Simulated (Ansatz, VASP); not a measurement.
## SnTe in VASP and in Ansatz

The input INCAR:

```
SYSTEM = SnTe
PREC = Accurate ; ENCUT = 520
EDIFF = 1E-6 ; ISMEAR = 0
SIGMA = 0.05 ; LREAL = .FALSE.
LASPH = .TRUE. ; NELM = 80
ALGO = Normal ; ISIF = 2
LWAVE = .FALSE. ; LCHARG = .FALSE.
GGA = PE ; NBANDS = 17
```

KPOINTS

```
regular mesh
0
G
  10 10 10
  0 0 0
```

Contents of POSCAR:

```
SnTe
1.0
    0.0000000000      3.1391392500      3.1391392500
    3.1391392500      0.0000000000      3.1391392500
    3.1391392500      3.1391392500      0.0000000000
Sn Te
1 1
Direct
    0.0000000000      0.0000000000      0.0000000000
    0.5000000000      0.5000000000      0.5000000000
```

Input for Ansatz:

```yaml
crystal:
  lattice:
    - [0.0, 3.13913925, 3.13913925]
    - [3.13913925, 0.0, 3.13913925]
    - [3.13913925, 3.13913925, 0.0]
  atoms:
    - { symbol: Sn, position: [0.0, 0.0, 0.0] }
    - { symbol: Te, position: [0.5, 0.5, 0.5] }
basis:
  ecutwfc: 420
kpoints:
  mp_grid: { grid: [10, 10, 10] }
hamiltonian:
  xc: pbe
scf:
  occupations: { method: gaussian, width: 0.05 }
output:
  forces: true
  stress: true
  eigenvalues: true
```

Alike in both runs: task single point; functional PBE; k mesh 10 × 10 × 10; occupations gaussian, width 0.05 eV; no spin polarisation.

|  | VASP | Ansatz |
| --- | --- | --- |
| version | VASP 6.6.1 | Ansatz 0.2.0 |
| potentials or method | VASP PAW PBE potentials, release 64 (Sn_d, Te) | scalar-relativistic, plane waves, PAW |
| plane-wave cutoff (eV) | 520 | 420 |
| valence electrons in the cell | 20 | 30 |

|  | VASP | Ansatz | Ansatz less VASP |
| --- | --- | --- | --- |
| gap on the k mesh at the Fermi level (eV) | 0.13 | 0.13 | 0.000 |
| least direct gap on the mesh (eV) | 0.13 | 0.13 | 0.000 |
| pressure (GPa) | 2.8 | 2.9 | +0.07 |

The two sets of potentials don't hold the same shells in valence.

Caveats: spin-orbit coupling is left out, which moves the levels of the heavy elements.
